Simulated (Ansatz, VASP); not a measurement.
**Cd in VASP and in Ansatz**

```
CELL_PARAMETERS angstrom
0.00000 2.23284 2.23284
2.23284 0.00000 2.23284
2.23284 2.23284 0.00000
ATOMIC_POSITIONS crystal
Cd 0.00000 0.00000 0.00000
```

Change from the starting cell: volume scaled by 1.02.

Alike in both runs: task single point; functional PBE; k mesh 10 × 10 × 10; occupations fermi-dirac, width 0.05 eV; no spin polarisation.

|  | VASP | Ansatz |
| --- | --- | --- |
| version | VASP 6.6.1 | Ansatz 0.2.0 |
| potentials or method | VASP PAW PBE potentials, release 64 (Cd), cutoff 520 eV | all-electron LAPW, scalar-relativistic |

|  | VASP | Ansatz | Ansatz less VASP |
| --- | --- | --- | --- |
| gap on the k mesh at the Fermi level (eV) | none | none | - |
| pressure (GPa) | 1.6 | 1.3 | -0.32 |

A gap of «none» marks a metal or a gap that the smearing closes. Ansatz ran all-electron here, so the differences hold the error of VASP's frozen core and of both bases.
